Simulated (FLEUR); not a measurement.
# Pd (Fm-3m) in FLEUR: further runs, part 2 of 2

FLEUR MaX-R8.1 (patched build s14). Earlier steps stand in the parts before.

## (3) Equation of state, RPBE, 13.87 Å³/atom (volume scaled by 0.94)

File inp.xml:

```xml
<?xml version="1.0" encoding="UTF-8" standalone="no"?>
<fleurInput fleurInputVersion="0.39">
   <comment>
      Pd                                                                                                  
   </comment>
   <calculationSetup>
      <cutoffs Kmax="3.8" Gmax="11.8" GmaxXC="11.8" numbands="0"/>
      <scfLoop itmax="60" minDistance="0.00001" maxIterBroyd="15" imix="Anderson" alpha="0.05" precondParam="0.0" spinf="2.0"/>
      <coreElectrons ctail="T" frcor="F" kcrel="0" coretail_lmax="0"/>
      <xcFunctional name="Rpbe" relativisticCorrections="F"/>
      <magnetism jspins="1"/>
      <soc l_soc="F" theta="0.0" phi="0.0" spav="F"/>
      <expertModes spex="0" secvar="F"/>
      <geometryOptimization l_f="F" forcealpha="1.0" forcemix="BFGS" epsdisp="0.00001" epsforce="0.00001"/>
      <ldaU l_linMix="F" mixParam="0.05" spinf="1.0"/>
   </calculationSetup>
   <cell>
      <bzIntegration valenceElectrons="18.0" mode="hist" fermiSmearingEnergy="0.00183747">
         <kPointListSelection listName="default-1"/>
         <!-- k-points included here -->
         <xi:include xmlns:xi="http://www.w3.org/2001/XInclude" href="kpts.xml"> </xi:include>
      </bzIntegration>
      <!-- symmetry operations included here -->
      <xi:include xmlns:xi="http://www.w3.org/2001/XInclude" href="sym.xml"> </xi:include>
      <bulkLattice scale="0.9795861087">
         <bravaisMatrix>
            <row-1>    0.0000000000000000     3.6783519015338997     3.6783519015338997</row-1>
            <row-2>    3.6783519015338997     0.0000000000000000     3.6783519015338997</row-2>
            <row-3>    3.6783519015338997     3.6783519015338997     0.0000000000000000</row-3>
         </bravaisMatrix>
      </bulkLattice>
   </cell>
   <atomSpecies>
      <species name="Palladium (Pd)" element="Pd" atomicNumber="46">
         <mtSphere radius="2.36" gridPoints="797" logIncrement="0.016"/>
         <atomicCutoffs lmax="10" lnonsphr="8"/>
         <electronConfig flipSpins="F">
            <coreConfig>(1s1/2) (2s1/2) (2p1/2) (2p3/2) (3s1/2) (3p1/2) (3p3/2) (3d3/2) (3d5/2)</coreConfig>
            <valenceConfig>(4s1/2) (4p1/2) (4p3/2) (5s1/2) (4d3/2) (4d5/2)</valenceConfig>
            <stateOccupation state="(5s1/2)" spinUp="0.500000" spinDown="0.500000"/>
            <stateOccupation state="(4d3/2)" spinUp="1.800000" spinDown="1.800000"/>
            <stateOccupation state="(4d5/2)" spinUp="2.700000" spinDown="2.700000"/>
         </electronConfig>
         <energyParameters s="5" p="5" d="4" f="4"/>
         <lo type="SCLO" l="0" n="4" eDeriv="0"/>
         <lo type="SCLO" l="1" n="4" eDeriv="0"/>
         <lo type="SCLO" l="1" n="4" eDeriv="1"/>
         <lo type="SCLO" l="2" n="4" eDeriv="2"/>
         <lo type="SCLO" l="3" n="4" eDeriv="2"/>
      </species>
   </atomSpecies>
   <atomGroups>
      <atomGroup species="Palladium (Pd)">
         <relPos label="                   1">.0000000000 .0000000000 .0000000000</relPos>
         <force calculate="T" relaxXYZ="TTT"/>
      </atomGroup>
   </atomGroups>
   <output dos="F" band="F" slice="F">
      <checks vchk="F" cdinf="F"/>
      <bandDOS minEnergy="-.5*Htr" maxEnergy="0.5*Htr" sigma="0.015" storeEVData="T"/>
      <vacuumDOS vacdos="F" integ="F" star="F" nstars="0" locx1="0.0" locy1="0.0" locx2="0.0" locy2="0.0" nstm="0" tworkf="0.0"/>
      <unfoldingBand unfoldBand="F" supercellX="1" supercellY="1" supercellZ="1"/>
      <plotting iplot="0" polar="F">
         <plot TwoD="T" vec1="  1.0  0.0  0.0" vec2="  0.0  1.0  0.0" vec3="  0.0  0.0  1.0" zero="  0.0  0.0  0.0" file="plot"/>
      </plotting>
      <chargeDensitySlicing numkpt="0" minEigenval="0.0" maxEigenval="0.0" nnne="0" pallst="F"/>
      <specialOutput eonly="F"/>
      <magneticCircularDichroism mcd="F" energyLo="-10.0" energyUp="0.0"/>
   </output>
  <!-- We include the file relax.xml here to enable relaxations (see documentation) -->
  <xi:include xmlns:xi="http://www.w3.org/2001/XInclude" href="relax.xml"> <xi:fallback/> </xi:include>
</fleurInput>
```

Potentials or basis: all-electron, FLAPW.

Launch:

```console
> inpgen -f crystal.txt -profile fastHighL
> # inp.xml edited to the form shown
> fleur
```

Log:

```text
Welcome to FLEUR        (www.flapw.de)
      MaX-Release 8.1          (www.max-centre.eu)

 ========== k-point set info ==========
 Selected k-point list: default-1
 k-point list type: mesh
 12 x 12 x 12
 Number of k points: 72

 ------------Calculation Setup---------------------------
 Number of OMP-threads    :            1
 Number of basis functions:          127
 Approximate size of matrices (H+S) per k-point:         0.000 GB
 --------------------------------------------------------
 Iteration:     1   Distance:      13.86043386 me/bohr^3
 Iteration:     2   Distance:      12.15088122 me/bohr^3
 Iteration:     3   Distance:       4.82659293 me/bohr^3
 Iteration:     4   Distance:       1.69058645 me/bohr^3
 Iteration:     5   Distance:       1.46808984 me/bohr^3
 Iteration:     6   Distance:       0.75494614 me/bohr^3
 Iteration:     7   Distance:       0.07979354 me/bohr^3
 Iteration:     8   Distance:       0.02450730 me/bohr^3
 Iteration:     9   Distance:       0.01245081 me/bohr^3
 Iteration:    10   Distance:       0.00110957 me/bohr^3
 Iteration:    11   Distance:       0.00108042 me/bohr^3
 Iteration:    12   Distance:       0.00010973 me/bohr^3
 Iteration:    13   Distance:       0.00000539 me/bohr^3

 ********************************************************************
 Run finished successfully
 Stop message:
   all done
 ********************************************************************
```

out.xml (last iteration):

```text
<iteration numberForCurrentRun="   13" overallNumber="   13">
         <energyParameters units="Htr">
            <atomicEP atomType="1" spin="1" branch="5s" branchLowest="-2.63" branchHighest="2.15" value="0.3249773434"/>
            <atomicEP atomType="1" spin="1" branch="5p" branchLowest="-1.35" branchHighest="2.88" value="0.4561940215"/>
            <atomicEP atomType="1" spin="1" branch="4d" branchLowest="-11.45" branchHighest="0.58" value="0.3549198677"/>
            <atomicEP atomType="1" spin="1" branch="4f" branchLowest="-9.99" branchHighest="2.58" value="0.7509334508"/>
            <loAtomicEP atomType="1" spin="1" branch="4s" branchLowest="-22.87" branchHighest="-2.63" value="-2.6468408529"/>
            <loAtomicEP atomType="1" spin="1" branch="4p" branchLowest="-18.45" branchHighest="-1.35" value="-1.3910598249"/>
            <loAtomicEP atomType="1" spin="1" branch="4p" branchLowest="-18.45" branchHighest="-1.35" value="-1.3910598249"/>
            <loAtomicEP atomType="1" spin="1" branch="4d" branchLowest="-11.45" branchHighest="0.58" value="0.3488339314"/>
            <loAtomicEP atomType="1" spin="1" branch="4f" branchLowest="-9.99" branchHighest="2.58" value="0.7509317418"/>
         </energyParameters>
         <eigenvalues>
[... 50 lines left out ...]
            </sumOfEigenvalues>
            <densityCoulombPotentialIntegral value="-8093.5589546682"/>
            <densityEffectivePotentialIntegral value="-8280.7022477358"/>
            <chargeDenXCDenIntegral value="-144.5512496055"/>
            <FockExchangeEnergyValence value="0.0000000000"/>
            <FockExchangeEnergyCore value="0.0000000000"/>
            <atomTypeDependentContributions atomType="1">
               <electronNucleiInteractionDifferentMTs value="6104.9439741081"/>
               <MadelungTerm value="-23.7286258622"/>
            </atomTypeDependentContributions>
            <tkbTimesEntropy value="0.0006623520"/>
            <freeEnergy value="-5047.3275822283"/>
            <extrapolationTo0K value="-5047.3272510524"/>
         </totalEnergy>
         <densityConvergence units="me/bohr^3">
            <chargeDensity spin="1" distance="0.0000053888"/>
         </densityConvergence>
      </iteration>
```

Run time: 7.1 s. Hardware: 1 thread of INTEL XEON PLATINUM 8581C at 2.10GHz (Emerald Rapids), shared host; peak memory 0.09 GiB.

What came out:

- Free energy: -137344.7804 eV
- Band gap on the k mesh: none (metal or under the smearing width)
- Valence electrons inside the program's atomic spheres: Pd 16.54 (radii Pd 2.36 bohr)

Caveat: the plane-wave cutoff is short for the semicore states, which can make moduli rough.

## (4) Equation of state, RPBE, 14.16 Å³/atom (volume scaled by 0.96)

inp.xml: that of step 3 with these lines changed.

```diff
@@ -24,3 +24,3 @@
       <xi:include xmlns:xi="http://www.w3.org/2001/XInclude" href="sym.xml"> </xi:include>
-      <bulkLattice scale="0.9795861087">
+      <bulkLattice scale="0.9864848297">
          <bravaisMatrix>
```

Launch:

```console
> inpgen -f crystal.txt -profile fastHighL
> # inp.xml edited to the form shown
> fleur
```

It took 6.8 s on 1 thread of INTEL XEON PLATINUM 8581C at 2.10GHz (Emerald Rapids), shared host; peak memory 0.09 GiB.

Results (log left out):

```yaml
Free_energy: -137344.8245 eV
Band_gap_on_the_k_mesh: none (metal or under the smearing width)
Valence_electrons_inside_the_program's_atomic_spheres: Pd 16.51 (radii Pd 2.36 bohr)
```

Caveat: the plane-wave cutoff is short for the semicore states, which can make moduli rough.

## (5) Equation of state, RPBE, 14.75 Å³/atom

inp.xml: that of step 4 with these lines changed.

```diff
@@ -24,3 +24,3 @@
       <xi:include xmlns:xi="http://www.w3.org/2001/XInclude" href="sym.xml"> </xi:include>
-      <bulkLattice scale="0.9864848297">
+      <bulkLattice scale="1.0000000000">
          <bravaisMatrix>
```

Launch:

```console
> inpgen -f crystal.txt -profile fastHighL
> # inp.xml edited to the form shown
> fleur
```

It took 7.8 s on 1 thread of INTEL XEON PLATINUM 8581C at 2.10GHz (Emerald Rapids), shared host; peak memory 0.09 GiB.

It converged, with:

| Property | Result |
| --- | --- |
| Free energy | -137344.8818 eV |
| Band gap on the k mesh | none (metal or under the smearing width) |
| Valence electrons inside the program's atomic spheres | Pd 16.46 (radii Pd 2.36 bohr) |

Caveat: the plane-wave cutoff is short for the semicore states, which can make moduli rough.

## (6) Equation of state, RPBE, 15.34 Å³/atom (volume scaled by 1.04)

inp.xml: that of step 5 with these lines changed.

```diff
@@ -24,3 +24,3 @@
       <xi:include xmlns:xi="http://www.w3.org/2001/XInclude" href="sym.xml"> </xi:include>
-      <bulkLattice scale="1.0000000000">
+      <bulkLattice scale="1.0131594038">
          <bravaisMatrix>
```

Potentials or basis: all-electron, FLAPW.

Launch:

```console
> inpgen -f crystal.txt -profile fastHighL
> # inp.xml edited to the form shown
> fleur
```

Wall time 7.9 s (1 thread of INTEL XEON PLATINUM 8581C at 2.10GHz (Emerald Rapids), shared host); peak memory 0.09 GiB.

The run converged. Its results:

```yaml
Free_energy: -137344.9091 eV
Band_gap_on_the_k_mesh: none (metal or under the smearing width)
Valence_electrons_inside_the_program's_atomic_spheres: Pd 16.42 (radii Pd 2.36 bohr)
```

Caveat: the plane-wave cutoff is short for the semicore states, which can make moduli rough.

## (7) Equation of state, RPBE, 15.64 Å³/atom (volume scaled by 1.06)

inp.xml: that of step 6 with these lines changed.

```diff
@@ -24,3 +24,3 @@
       <xi:include xmlns:xi="http://www.w3.org/2001/XInclude" href="sym.xml"> </xi:include>
-      <bulkLattice scale="1.0131594038">
+      <bulkLattice scale="1.0196128224">
          <bravaisMatrix>
```

Launch:

```console
> inpgen -f crystal.txt -profile fastHighL
> # inp.xml edited to the form shown
> fleur
```

Wall time 8 s (1 thread of INTEL XEON PLATINUM 8581C at 2.10GHz (Emerald Rapids), shared host); peak memory 0.09 GiB.

The run converged. Its results:

```
Free energy                                           : -137344.9132 eV
Band gap on the k mesh                                : none (metal or under the smearing width)
Valence electrons inside the program's atomic spheres : Pd 16.40 (radii Pd 2.36 bohr)
```

Caveat: the plane-wave cutoff is short for the semicore states, which can make moduli rough.

## (8) Equation of state, RPBE

This step only gathers the single runs of the series.

Results:

* Equilibrium volume: 15.76 Å³/atom (rough: see the caveat)
* Bulk modulus: 129 GPa (rough)

Energy against volume, from the lowest point:
```tsv
volume (Å³/atom)	energy (meV/atom)
13.865	132.81
14.160	88.71
14.750	31.41
15.340	4.10
15.635	0.00
```

Caveat: the fit is doubtful: noisy points or a state that changes with volume; the minimum lies outside the volumes run; the plane-wave cutoff is short for the semicore states, which can make moduli rough.

## (9) Band structure, RPBE, spin-orbit coupling, no magnetisation

inp.xml: that of step 7 with these lines changed.

```diff
@@ -6,3 +6,3 @@
    <calculationSetup>
-      <cutoffs Kmax="3.8" Gmax="11.8" GmaxXC="11.8" numbands="0"/>
+      <cutoffs Kmax="3.8" Gmax="11.8" GmaxXC="11.8" numbands="all"/>
       <scfLoop itmax="60" minDistance="0.00001" maxIterBroyd="15" imix="Anderson" alpha="0.05" precondParam="0.0" spinf="2.0"/>
@@ -11,3 +11,3 @@
       <magnetism jspins="1"/>
-      <soc l_soc="F" theta="0.0" phi="0.0" spav="F"/>
+      <soc l_soc="T" theta="0.0" phi="0.0" spav="F"/>
       <expertModes spex="0" secvar="F"/>
@@ -24,3 +24,3 @@
       <xi:include xmlns:xi="http://www.w3.org/2001/XInclude" href="sym.xml"> </xi:include>
-      <bulkLattice scale="1.0196128224">
+      <bulkLattice scale="1.0">
          <bravaisMatrix>
@@ -34,3 +34,3 @@
       <species name="Palladium (Pd)" element="Pd" atomicNumber="46">
-         <mtSphere radius="2.36" gridPoints="797" logIncrement="0.016"/>
+         <mtSphere radius="2.41" gridPoints="797" logIncrement="0.016"/>
          <atomicCutoffs lmax="10" lnonsphr="8"/>
```

File crystal.txt:

```
Pd
&input cartesian=F /
0.0000000000  1.9465000000  1.9465000000
1.9465000000  0.0000000000  1.9465000000
1.9465000000  1.9465000000  0.0000000000
1.8897261246
1.0 1.0 1.0

1
46 0.0000000000  0.0000000000  0.0000000000

&soc 0.0 0.0 /
&kpt div1=9 div2=9 div3=9 gamma=T /
```

File inp.xml (bands):

```
<?xml version="1.0" encoding="UTF-8" standalone="no"?>
<fleurInput fleurInputVersion="0.39">
   <comment>
      Pd                                                                                                  
   </comment>
   <calculationSetup>
      <cutoffs Kmax="3.8" Gmax="11.8" GmaxXC="11.8" numbands="all"/>
      <scfLoop itmax="60" minDistance="0.00001" maxIterBroyd="15" imix="Anderson" alpha="0.05" precondParam="0.0" spinf="2.0"/>
      <coreElectrons ctail="T" frcor="F" kcrel="0" coretail_lmax="0"/>
      <xcFunctional name="Rpbe" relativisticCorrections="F"/>
      <magnetism jspins="1"/>
      <soc l_soc="T" theta="0.0" phi="0.0" spav="F"/>
      <expertModes spex="0" secvar="F"/>
      <geometryOptimization l_f="F" forcealpha="1.0" forcemix="BFGS" epsdisp="0.00001" epsforce="0.00001"/>
      <ldaU l_linMix="F" mixParam="0.05" spinf="1.0"/>
   </calculationSetup>
   <cell>
      <bzIntegration valenceElectrons="18.0" mode="hist" fermiSmearingEnergy="0.00183747">
         <kPointListSelection listName="path-1"/>
         <!-- k-points included here -->
         <xi:include xmlns:xi="http://www.w3.org/2001/XInclude" href="kpts.xml"> </xi:include>
      </bzIntegration>
      <!-- symmetry operations included here -->
      <xi:include xmlns:xi="http://www.w3.org/2001/XInclude" href="sym.xml"> </xi:include>
      <bulkLattice scale="1.0">
         <bravaisMatrix>
            <row-1>    0.0000000000000000     3.6783519015338997     3.6783519015338997</row-1>
            <row-2>    3.6783519015338997     0.0000000000000000     3.6783519015338997</row-2>
            <row-3>    3.6783519015338997     3.6783519015338997     0.0000000000000000</row-3>
         </bravaisMatrix>
      </bulkLattice>
   </cell>
   <atomSpecies>
      <species name="Palladium (Pd)" element="Pd" atomicNumber="46">
         <mtSphere radius="2.41" gridPoints="797" logIncrement="0.016"/>
         <atomicCutoffs lmax="10" lnonsphr="8"/>
         <electronConfig flipSpins="F">
            <coreConfig>(1s1/2) (2s1/2) (2p1/2) (2p3/2) (3s1/2) (3p1/2) (3p3/2) (3d3/2) (3d5/2)</coreConfig>
            <valenceConfig>(4s1/2) (4p1/2) (4p3/2) (5s1/2) (4d3/2) (4d5/2)</valenceConfig>
            <stateOccupation state="(5s1/2)" spinUp="0.500000" spinDown="0.500000"/>
            <stateOccupation state="(4d3/2)" spinUp="1.800000" spinDown="1.800000"/>
            <stateOccupation state="(4d5/2)" spinUp="2.700000" spinDown="2.700000"/>
         </electronConfig>
         <energyParameters s="5" p="5" d="4" f="4"/>
         <lo type="SCLO" l="0" n="4" eDeriv="0"/>
         <lo type="SCLO" l="1" n="4" eDeriv="0"/>
         <lo type="SCLO" l="1" n="4" eDeriv="1"/>
         <lo type="SCLO" l="2" n="4" eDeriv="2"/>
         <lo type="SCLO" l="3" n="4" eDeriv="2"/>
      </species>
   </atomSpecies>
   <atomGroups>
      <atomGroup species="Palladium (Pd)">
         <relPos label="                   1">.0000000000 .0000000000 .0000000000</relPos>
         <force calculate="T" relaxXYZ="TTT"/>
      </atomGroup>
   </atomGroups>
   <output dos="F" band="T" slice="F">
      <checks vchk="F" cdinf="F"/>
      <bandDOS minEnergy="-.5*Htr" maxEnergy="0.5*Htr" sigma="0.015" storeEVData="T"/>
      <vacuumDOS vacdos="F" integ="F" star="F" nstars="0" locx1="0.0" locy1="0.0" locx2="0.0" locy2="0.0" nstm="0" tworkf="0.0"/>
      <unfoldingBand unfoldBand="F" supercellX="1" supercellY="1" supercellZ="1"/>
      <plotting iplot="0" polar="F">
         <plot TwoD="T" vec1="  1.0  0.0  0.0" vec2="  0.0  1.0  0.0" vec3="  0.0  0.0  1.0" zero="  0.0  0.0  0.0" file="plot"/>
      </plotting>
      <chargeDensitySlicing numkpt="0" minEigenval="0.0" maxEigenval="0.0" nnne="0" pallst="F"/>
      <specialOutput eonly="F"/>
      <magneticCircularDichroism mcd="F" energyLo="-10.0" energyUp="0.0"/>
   </output>
  <!-- We include the file relax.xml here to enable relaxations (see documentation) -->
  <xi:include xmlns:xi="http://www.w3.org/2001/XInclude" href="relax.xml"> <xi:fallback/> </xi:include>
</fleurInput>
```

Potentials or basis: all-electron, FLAPW.

Launch:

```console
> inpgen -f crystal.txt -profile fastHighL
> # inp.xml edited to the form shown
> fleur
> fleur   # second run, on inp.xml (bands)
```

Wall time 41 s (1 thread of INTEL XEON PLATINUM 8581C at 2.10GHz (Emerald Rapids), shared host); peak memory 0.09 GiB.

It converged, with:

* Free energy: -137345.1288 eV
* Band gap along the path: none (metal or under the smearing width)
* Valence electrons inside the program's atomic spheres: Pd 16.62 (radii Pd 2.41 bohr)

Levels at the corners of the path, in eV from the Fermi level:
```csv
point,band 16,band 17,band 18,band 19,band 20,band 21
Γ,-2.63,-1.19,-1.19,-1.19,-1.19,17.03
X,0.18,0.47,0.47,3.39,3.39,10.84
W,-1.30,0.31,0.31,8.78,8.78,9.12
K,-0.95,-0.13,-0.13,7.14,7.14,8.18
Γ,-2.63,-1.19,-1.19,-1.19,-1.19,17.03
L,-0.11,0.09,0.09,1.06,1.06,7.40
U,-0.95,-0.13,-0.13,7.14,7.14,8.18
W,-1.30,0.31,0.31,8.78,8.78,9.12
L,-0.11,0.09,0.09,1.06,1.06,7.40
K,-0.95,-0.13,-0.13,7.14,7.14,8.18
U,-0.95,-0.13,-0.13,7.14,7.14,8.18
X,0.18,0.47,0.47,3.39,3.39,10.84
```

Core levels (eV from the Fermi level):
```csv
atom,levels
1 Pd,"1s1/2 -24152.7, 2s1/2 -3524.2, 2p1/2 -3267.6, 2p3/2 -3108.3, 3s1/2 -634.5, 3p1/2 -533.4, 3p3/2 -505.6, 3d3/2 -327.0, 3d5/2 -321.5"
```
